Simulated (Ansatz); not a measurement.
Equilibrium properties in the bcc structure, computed with PBE in Ansatz (plane waves, PAW datasets (generated hard set); cutoff 700 eV), no spin polarisation, no spin–orbit coupling, Fermi–Dirac smearing of 0.061 eV, k-spacing 0.11 to 0.12 Å⁻¹:

| crystal | a₀ (Å) | V₀ (Å³/atom) | B₀ (GPa) |
| --- | --- | --- | --- |
| F | 2.722 | 10.08 | 53 |
| Na | 4.199 | 37.01 | 7.7 |
| Ca | 4.384 | 42.14 | 16.6 |
| Sc | 3.678 | 24.89 | 53 |
| Rh | 3.070 | 14.47 | 233 |
| Ag | 3.300 | 17.97 | 89 |

Task: Give the same for Zn, Fe, Mn.

Result: 
```json
{"crystal": "Zn", "a₀ (Å)": "3.134", "V₀ (Å³/atom)": "15.40", "B₀ (GPa)": "64"}
{"crystal": "Fe", "a₀ (Å)": "2.759", "V₀ (Å³/atom)": "10.50", "B₀ (GPa)": "268"}
{"crystal": "Mn", "a₀ (Å)": "2.783", "V₀ (Å³/atom)": "10.78", "B₀ (GPa)": "278"}
```

Model structures, not the usual forms at ambient conditions (metastable or hypothetical): F, Ca, Sc, Mn, Zn, Rh, Ag. The real material (Fe) is magnetic: without spin this is a model state, and volume, stiffness and gap can lie far from those of the magnetic ground state. Spin polarisation is left out, and a magnetic state may lie lower for F, Mn.
